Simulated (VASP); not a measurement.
# Zn (P6_3/mmc) in VASP: a series of runs

One crystal, Zn, is run at these levels: PBEsol, PBE+D3(BJ), r2SCAN; tasks: relaxation of cell and atoms.

Program: VASP 6.6.1. These are calculated values, not measurements. Logs are shortened: lines on timing, memory, paths and dates and some standing lists are left out, and cuts for length are marked.

## 1. The structure

Symmetry: P6_3/mmc, No. 194, hexagonal system. The conventional cell has a = 2.600 Å, b = 2.600 Å, c = 4.876 Å, α = 90.00°, β = 90.00°, γ = 120.00°. Zn (site symmetry -6m2) is surrounded by 12 Zn at 2.60 to 2.86 Å.

## 2. Relaxation of cell and atoms, PBEsol

The input, INCAR:

```
SYSTEM = Zn
PREC = Accurate
ENCUT = 600
EDIFF = 1E-7
ISMEAR = 1
SIGMA = 0.1
LREAL = .False.
LASPH = .True.
NELM = 80
ALGO = Normal
ISIF = 3
LWAVE = .False.
LCHARG = .False.
GGA = PS
IBRION = 2
NSW = 90
EDIFFG = -0.005
```

The input, KPOINTS:

```
Automatic mesh
0
Gamma
  18 18 8
  0 0 0
```

The input, POSCAR:

```
Zn                                      
1.0
    2.5999646899      0.0000000000      0.0000000000
   -1.2999823450      2.2516354704      0.0000000000
    0.0000000000      0.0000000000      4.8762965956
  Zn            
     2
Direct
     0.3333333332999970    0.6666666667000030    0.2500000000000000
     0.6666666667000030    0.3333333332999970    0.7500000000000000
```

Potentials or basis: VASP PAW PBE potentials, release 64 (Zn).

Launch:

```
cat potpaw_PBE.64/Zn/POTCAR > POTCAR
mpirun -np 1 vasp_std > vasp.out
```

OUTCAR:

```text
SYSTEM = Zn
   PREC = Accurate
   ENCUT = 600
   EDIFF = 1E-7
   ISMEAR = 1
   LREAL = .False.
   LASPH = .True.
   NELM = 80
   ISIF = 3
   GGA = PS
   IBRION = 2
   NSW = 90
   EDIFFG = -0.005

 ion  position               nearest neighbor table
   1  0.333  0.667  0.250-   2 2.86   2 2.86   2 2.86   2 2.86   2 2.86   2 2.86
   2  0.667  0.333  0.750-   1 2.86   1 2.86   1 2.86   1 2.86   1 2.86   1 2.86

  LATTYP: Found a hexagonal cell.
 ALAT       =     2.5999646899
 C/A-ratio  =     1.8755241617

  Lattice vectors:

 A1 = (   2.5999646899,   0.0000000000,   0.0000000000)
 A2 = (  -1.2999823450,   2.2516354704,   0.0000000000)
 A3 = (   0.0000000000,   0.0000000000,   4.8762965956)

Analysis of symmetry for initial positions (statically):
=====================================================================
 Subroutine PRICEL returns:
 Original cell was already a primitive cell.

 Routine SETGRP: Setting up the symmetry group for a
 hexagonal supercell.

 Subroutine GETGRP returns: Found 24 space group operations
 (whereof 12 operations were pure point group operations)
 out of a pool of 24 trial point group operations.

The static configuration has the point symmetry D_3d.
 The point group associated with its full space group is D_6h.

Analysis of symmetry for dynamics (positions and initial velocities):
=====================================================================
 Subroutine PRICEL returns:
 Original cell was already a primitive cell.

 Routine SETGRP: Setting up the symmetry group for a
 hexagonal supercell.

 Subroutine GETGRP returns: Found 24 space group operations
 (whereof 12 operations were pure point group operations)
 out of a pool of 24 trial point group operations.

The dynamic configuration has the point symmetry D_3d.
 The point group associated with its full space group is D_6h.

 Subroutine INISYM returns: Found 24 space group operations
 (whereof 12 operations are pure point group operations),
 and found     1 'primitive' translations

----------------------------------------------------------------------------------------

                                     Primitive cell

  volume of cell :      28.5467

  direct lattice vectors                    reciprocal lattice vectors
     2.599964690  0.000000000  0.000000000     0.384620608  0.222060812  0.000000000
    -1.299982345  2.251635470  0.000000000     0.000000000  0.444121623  0.000000000
     0.000000000  0.000000000  4.876296596     0.000000000  0.000000000  0.205073662

  length of vectors
     2.599964690  2.599964690  4.876296596     0.444121623  0.444121623  0.205073662

  position of ions in fractional coordinates (direct lattice)
     0.333333333  0.666666667  0.250000000
     0.666666667  0.333333333  0.750000000

  ion indices of the primitive-cell ions
   primitive index   ion index
                 1           1
                 2           2

----------------------------------------------------------------------------------------

 KPOINTS: Automatic mesh

Automatic generation of k-mesh.
 Grid dimensions read from file:
 generate k-points for:   18   18    8

 Generating k-lattice:

  Cartesian coordinates                     Fractional coordinates (reciprocal lattice)
     0.021367812  0.012336712  0.000000000     0.055555556  0.000000000  0.000000000
     0.000000000  0.024673424  0.000000000     0.000000000  0.055555556  0.000000000
     0.000000000  0.000000000  0.025634208     0.000000000  0.000000000  0.125000000

  Length of vectors
     0.024673424  0.024673424  0.025634208

  Shift w.r.t. Gamma in fractional coordinates (k-lattice)
     0.000000000  0.000000000  0.000000000

 Subroutine IBZKPT returns following result:
 ===========================================

 Found    185 irreducible k-points:

 Following reciprocal coordinates:
            Coordinates               Weight
  0.000000  0.000000  0.000000      1.000000
  0.055556 -0.000000  0.000000      6.000000
  0.111111 -0.000000  0.000000      6.000000
  0.166667  0.000000  0.000000      6.000000
  0.222222  0.000000  0.000000      6.000000
  0.277778 -0.000000  0.000000      6.000000
[... 16 lines left out ...]
  0.333333  0.111111  0.000000     12.000000
  0.388889  0.111111  0.000000     12.000000
 [... further k-points ...]
   k-points           NKPTS =    185   k-points in BZ     NKDIM =    185   number of bands    NBANDS=     16
   number of dos      NEDOS =    301   number of ions     NIONS =      2
   total plane-waves  NPLWV =  23040
   dimension x,y,z NGX =    24 NGY =   24 NGZ =   40
   dimension x,y,z NGXF=    48 NGYF=   48 NGZF=   80
   ions per type =               2
   NGX,Y,Z   is equivalent  to a cutoff of  15.35, 15.35, 13.64 a.u.
   NGXF,Y,Z  is equivalent  to a cutoff of  30.69, 30.69, 27.27 a.u.
 SYSTEM =  Zn
   PREC   = accura    normal or accurate (medium, high low for compatibility)
   ISTART =      0    job   : 0-new  1-cont  2-samecut
   ICHARG =      2    charge: 1-file 2-atom 10-const
   ISPIN  =      1    spin polarized calculation?
   LNONCOLLINEAR =      F non collinear calculations
   LSORBIT =      F    spin-orbit coupling
   LASPH  =      T    aspherical Exc in radial PAW
   ENCUT  =  600.0 eV  44.10 Ry    6.64 a.u.   5.19  5.19  9.74*2*pi/ulx,y,z
   NELM   =     80;   NELMIN=  2; NELMDL= -5     # of ELM steps
   EDIFF  = 0.1E-06   stopping-criterion for ELM
   LREAL  =      F    real-space projection
   EDIFFG = -.5E-02   stopping-criterion for IOM
   NSW    =     90    number of steps for IOM
   IBRION =      2    ionic relax: 0-MD 1-quasi-New 2-CG
   NFREE  =      1    steps in history (QN), initial steepest desc. (CG)
   ISIF   =      3    stress and relaxation
   ISYM   =      2    0-nonsym 1-usesym 2-fastsym
   POTIM  = 0.5000    time-step for ionic-motion
   TEBEG  =    0.0;   TEEND  =   0.0 temperature during run
   PSTRESS=    0.0 pullay stress
   NELECT =      24.0000    total number of electrons
   NUPDOWN=      -1.0000    fix difference up-down
   EMIN   =  10.00;   EMAX   =-10.00  energy-range for DOS
   EFERMI =   0.00;   METHOD = LEGACY
   ISMEAR =     1;   SIGMA  =   0.10  broadening in eV -4-tet -1-fermi 0-gaus
   EFERMI_NEDOS =   21; number of points for ismear=-14 and -15
   IALGO  =     38    algorithm
   IMIX   =      4    mixing-type and parameters
     AMIX     =   0.40;   BMIX     =  1.00
     AMIX_MAG =   1.60;   BMIX_MAG =  1.00
  volume/ion in A,a.u.               =      14.27        96.32
  Fermi-wavevector in a.u.,A,eV,Ry     =   1.545112  2.919839 32.482165  2.387372
  Thomas-Fermi vector in A             =   2.650537
   LORBIT       =      0    0 simple, 1 ext, 2 COOP (PROOUT), +10 PAW based schemes
   GGA     = PS    functional components
   LHFCALC =     F    Hartree Fock is set to
   AEXX    =    0.0000 exact exchange contribution
   IVDW    =     0    specifies the selected vdW correction
   LEPSILON=     F    determine dielectric tensor
   LRPA    =     F    only Hartree local field effects (RPA)
 conjugate gradient relaxation of ions
 non-spin polarized calculation
 Methfessel and Paxton  Order N= 1 SIGMA  =   0.10
  energy-cutoff  :      600.00
  volume of cell :       28.55
 maximum number of plane-waves:       970
 NGX is ok and might be reduce to    24
   NGX = 11   NGY = 11   NGZ = 19

 number of electron      24.0000000 magnetization

 Free energy of the ion-electron system (eV)
  ---------------------------------------------------
  ext. energy  EPLUGINS =         0.00000000
  ---------------------------------------------------
  free energy    TOTEN  =        -3.17051115 eV

  energy without entropy =       -3.17013038  energy(sigma->0) =       -3.17038423

 E-fermi :   3.5596     XC(G=0): -12.0363

 val. band max:        3.5592554814   @ k =   0.2222   0.0556   0.1250
 cond. band min:       3.5638293649   @ k =   0.0000   0.0000   0.2500
 fundamental gap:      0.0045738835
 Fermi energy:         3.5596347927

 k-point     1 :       0.0000    0.0000    0.0000
  band No.  band energies     occupation
      1      -7.5362      2.00000
      2      -5.5195      2.00000
      3      -4.7035      2.00000
      4      -4.4321      2.00000
      5      -4.4321      2.00000
      6      -4.3776      2.00000
[... 8 lines left out ...]
     15      21.0235      0.00000
     16      21.8747      0.00000

 k-point     2 :       0.0556   -0.0000    0.0000
  band No.  band energies     occupation
      1      -7.4396      2.00000
      2      -5.4732      2.00000
      3      -4.6920      2.00000
      4      -4.4434      2.00000
      5      -4.4075      2.00000
      6      -4.3896      2.00000
[... 8 lines left out ...]
     15      19.9372      0.00000
     16      20.8801      0.00000

 k-point     3 :       0.1111   -0.0000    0.0000
  band No.  band energies     occupation
      1      -7.1534      2.00000
      2      -5.3464      2.00000
      3      -4.6649      2.00000
      4      -4.4698      2.00000
      5      -4.4146      2.00000
      6      -4.3362      2.00000
[... 8 lines left out ...]
     15      17.6552      0.00000
     16      19.4633      0.00000

 k-point     4 :       0.1667    0.0000    0.0000
  band No.  band energies     occupation
      1      -6.6922      2.00000
      2      -5.1804      2.00000
      3      -4.6428      2.00000
      4      -4.5050      2.00000
      5      -4.3973      2.00000
      6      -4.2848      2.00000
[... 8 lines left out ...]
     15      18.1042      0.00000
     16      18.1386      0.00000

 k-point     5 :       0.2222    0.0000    0.0000
  band No.  band energies     occupation
      1      -6.1015      2.00000
      2      -5.0618      2.00000
      3      -4.6011      2.00000
      4      -4.5262      2.00000
      5      -4.4916      2.00000
      6      -4.2767      2.00000
[... 8 lines left out ...]
     15      16.9631      0.00000
     16      17.6036      0.00000

 k-point     6 :       0.2778   -0.0000    0.0000
  band No.  band energies     occupation
      1      -5.5370      2.00000
      2      -5.0574      2.00000
      3      -4.6732      2.00000
      4      -4.5296      2.00000
      5      -4.4101      2.00000
      6      -4.2508      2.00000
[... 8 lines left out ...]
     15      15.2091      0.00000
     16      15.9636      0.00000

 k-point     7 :       0.3333    0.0000    0.0000
  band No.  band energies     occupation
      1      -5.2703      2.00000
      2      -5.1091      2.00000
      3      -4.8165      2.00000
      4      -4.4306      2.00000
      5      -4.3333      2.00000
      6      -4.1982      2.00000
[... 8 lines left out ...]
     15      12.9229      0.00000
     16      13.8650      0.00000

 k-point     8 :       0.3889   -0.0000    0.0000
  band No.  band energies     occupation
      1      -5.2405      2.00000
      2      -5.1551      2.00000
      3      -4.9181      2.00000
      4      -4.3999      2.00000
      5      -4.3389      2.00000
      6      -4.2222      2.00000
[... 8 lines left out ...]
     15      10.8051      0.00000
     16      11.9072      0.00000

 k-point     9 :       0.4444    0.0000    0.0000
  band No.  band energies     occupation
      1      -5.2662      2.00000
      2      -5.1826      2.00000
      3      -4.9782      2.00000
      4      -4.4432      2.00000
      5      -4.2791      2.00000
      6      -4.2427      2.00000
[... 8 lines left out ...]
     15       8.9338      0.00000
     16      10.1918      0.00000
[... 172 lines left out ...]
 k-point    19 :       0.1111    0.1111    0.0000
  band No.  band energies     occupation
      1      -6.4226      2.00000
      2      -5.0802      2.00000
      3      -4.6630      2.00000
      4      -4.4944      2.00000
      5      -4.4662      2.00000
      6      -4.3607      2.00000
[... 8 lines left out ...]
     15      14.7354      0.00000
     16      18.3436      0.00000

 k-point    20 :       0.1667    0.1111    0.0000
  band No.  band energies     occupation
      1      -5.8478      2.00000
      2      -4.9468      2.00000
      3      -4.6797      2.00000
      4      -4.5343      2.00000
      5      -4.5341      2.00000
      6      -4.3877      2.00000
[... 8 lines left out ...]
     15      13.6344      0.00000
     16      17.8551      0.00000

 k-point    21 :       0.2222    0.1111    0.0000
  band No.  band energies     occupation
      1      -5.3048      2.00000
      2      -4.9431      2.00000
      3      -4.6874      2.00000
      4      -4.5810      2.00000
      5      -4.5127      2.00000
      6      -4.3237      2.00000
[... 8 lines left out ...]
     15      12.7596      0.00000
     16      15.4655      0.00000

 k-point    22 :       0.2778    0.1111    0.0000
  band No.  band energies     occupation
      1      -5.0890      2.00000
      2      -4.9990      2.00000
      3      -4.8089      2.00000
      4      -4.4204      2.00000
      5      -4.3780      2.00000
      6      -4.3579      2.00000
[... 8 lines left out ...]
     15      12.0577      0.00000
     16      13.1849      0.00000

 k-point    23 :       0.3333    0.1111    0.0000
  band No.  band energies     occupation
      1      -5.1115      2.00000
      2      -5.0306      2.00000
      3      -4.8949      2.00000
      4      -4.4173      2.00000
      5      -4.3308      2.00000
      6      -4.2433      2.00000
[... 8 lines left out ...]
     15      11.0516      0.00000
     16      11.5596      0.00000

 k-point    24 :       0.3889    0.1111    0.0000
  band No.  band energies     occupation
      1      -5.1538      2.00000
      2      -5.0561      2.00000
      3      -4.9457      2.00000
      4      -4.4402      2.00000
      5      -4.2831      2.00000
      6      -4.2731      2.00000
[... 8 lines left out ...]
     15       9.1749      0.00000
     16      10.4270      0.00000

 [... further k-points ...]
[... 5 lines left out ...]
  --------------------------------------------------------------------------------------
  -------------------------------------------------------------------------------------
  Total        0.0029318      0.0029318      0.0036084     -0.0000000      0.0000000      0.0000000
  in kB        0.1645463      0.1645463      0.2025187     -0.0000000      0.0000000      0.0000000
  external PRESSURE =       0.1772038 kB  Pullay stress =       0.0000000 kB

 VOLUME and BASIS-vectors are now :
 -----------------------------------------------------------------------------
  energy-cutoff  :      600.00
  volume of cell :       28.55
      direct lattice vectors                 reciprocal lattice vectors
     2.599964690  0.000000000  0.000000000     0.384620608  0.222060812  0.000000000
    -1.299982345  2.251635470  0.000000000     0.000000000  0.444121623  0.000000000
     0.000000000  0.000000000  4.876296596     0.000000000  0.000000000  0.205073662

 POSITION                                       TOTAL-FORCE (eV/Angst)
 -----------------------------------------------------------------------------------
     -0.00000      1.50109      1.21907        -0.000000      0.000000     -0.000000
      1.29998      0.75055      3.65722         0.000000     -0.000000      0.000000
 -----------------------------------------------------------------------------------
    total drift:                               -0.000000      0.000000      0.000000

  FREE ENERGIE OF THE ION-ELECTRON SYSTEM (eV)
  ---------------------------------------------------
  free  energy   TOTEN  =        -3.1705111529 eV

  energy  without entropy=       -3.1701303834  energy(sigma->0) =       -3.17038423

 reached required accuracy - stopping structural energy minimisation
```

Run time: 40 s. Hardware: 1 thread of Intel Xeon Platinum 8488C (Sapphire Rapids), shared host; peak memory 0.22 GiB.

Results:

```
Free energy             : -3.1705 eV
Pressure after relaxing : 0.0 GPa
Band gap on the k mesh  : none (metal or under the smearing width)
```

Final structure:
```
Zn
1.0
     2.59996    0.00000    0.00000
    -1.29998    2.25164    0.00000
     0.00000    0.00000    4.87630
Zn
2
Direct
  0.33333 0.66667 0.25000
  0.66667 0.33333 0.75000
```

Caveat: the relaxation stopped at its first step, so nothing moved; the PAW data sets were made with another functional, which shifts forces and pressure a little.

## 3. Relaxation of cell and atoms, PBE+D3(BJ)

This run uses another cell than the first one, of 15.33 Å³/atom, 1.074 times its volume.

The input, INCAR:

```
SYSTEM = Zn
PREC = Accurate ; ENCUT = 600
EDIFF = 1E-6 ; ISMEAR = 1
SIGMA = 0.1 ; LREAL = .False.
LASPH = .True. ; NELM = 80
ALGO = Normal ; ISIF = 3
LWAVE = .False. ; LCHARG = .False.
GGA = PE ; IVDW = 12
IBRION = 2 ; NSW = 90
EDIFFG = -0.01
```

KPOINTS is that of step 2.

The input, POSCAR:

```
Zn
1.0
    2.6700000000      0.0000000000      0.0000000000
   -1.3350000000      2.3122878281      0.0000000000
    0.0000000000      0.0000000000      4.9660000000
Zn
2
Direct
    0.3333333333      0.6666666667      0.2500000000
    0.6666666667      0.3333333333      0.7500000000
```

Potentials or basis: VASP PAW PBE potentials, release 64 (Zn).

Launch:

```
cat potpaw_PBE.64/Zn/POTCAR > POTCAR
mpirun -np 1 vasp_std > vasp.out
```

Wall time 6.6 min (1 thread of Intel Xeon Platinum 8259CL at 2.50GHz (Skylake/Cascade Lake), shared host); peak memory 0.25 GiB.

It converged, with:

```yaml
Free_energy: -3.0450 eV
Relaxed_volume: 14.30 Å³/atom
Relaxed_cell: a = 2.625 Å, b = 2.625 Å, c = 4.796 Å, α = 90.00°, β = 90.00°, γ = 120.00°
Space_group_after_relaxing_to_0.05_Å: P6_3/mmc (No. 194)
Energy_gained_by_relaxing: 16.5 meV/atom
Ionic_steps: 10
Pressure_after_relaxing: -0.1 GPa
Band_gap_on_the_k_mesh: none (metal or under the smearing width)
Dispersion_energy_per_atom: -0.428 eV
```

The path:
| step | energy change (eV) | largest force (eV/Å) | pressure (GPa) | volume (Å³) |
| --- | --- | --- | --- | --- |
| 1 | 0.0000 | 0.0000 | -4.91 | 30.66 |
| 2 | -0.0320 | 0.0000 | 0.33 | 28.62 |
| 3 | -0.0321 | 0.0000 | -0.02 | 28.74 |
| 4 | -0.0321 | 0.0000 | -0.08 | 28.77 |
| 5 | -0.0324 | 0.0000 | -0.17 | 28.75 |
| 6 | -0.0328 | 0.0000 | -0.12 | 28.69 |
| 7 | -0.0329 | 0.0000 | -0.15 | 28.67 |
| 8 | -0.0331 | 0.0000 | -0.10 | 28.62 |
| 9 | -0.0319 | 0.0000 | -0.03 | 28.51 |
| 10 | -0.0331 | 0.0000 | -0.08 | 28.61 |

Final structure:
```cif
data_structure
_symmetry_space_group_name_H-M 'P 1'
_symmetry_Int_Tables_number 1
_cell_length_a 2.6246
_cell_length_b 2.6246
_cell_length_c 4.7955
_cell_angle_alpha 90.000
_cell_angle_beta 90.000
_cell_angle_gamma 120.000
_cell_volume 28.61
loop_
_atom_site_label
_atom_site_type_symbol
_atom_site_fract_x
_atom_site_fract_y
_atom_site_fract_z
_atom_site_occupancy
Zn1 Zn 0.33333 0.66667 0.25000 1
Zn2 Zn 0.66667 0.33333 0.75000 1
```

Levels at points of the mesh, in eV from the Fermi level:
```
           k point  band 10  band 11  band 12  band 13  band 14  band 15
(0.00, 0.00, 0.00)    -7.34    -7.34    -4.02    -2.95    14.60    17.77
(0.50, 0.00, 0.00)    -7.13    -3.23    -2.42     2.75     3.46     4.42
(0.00, 0.00, 0.50)    -7.44    -7.44    -7.44     4.96     4.96    19.17
(0.50, 0.00, 0.50)    -7.14    -2.23    -2.23     0.06     0.06    10.63
```

Caveat: pairwise dispersion overbinds metals, which lowers pressure and volume.

(Part 1 of 2 ends here.)
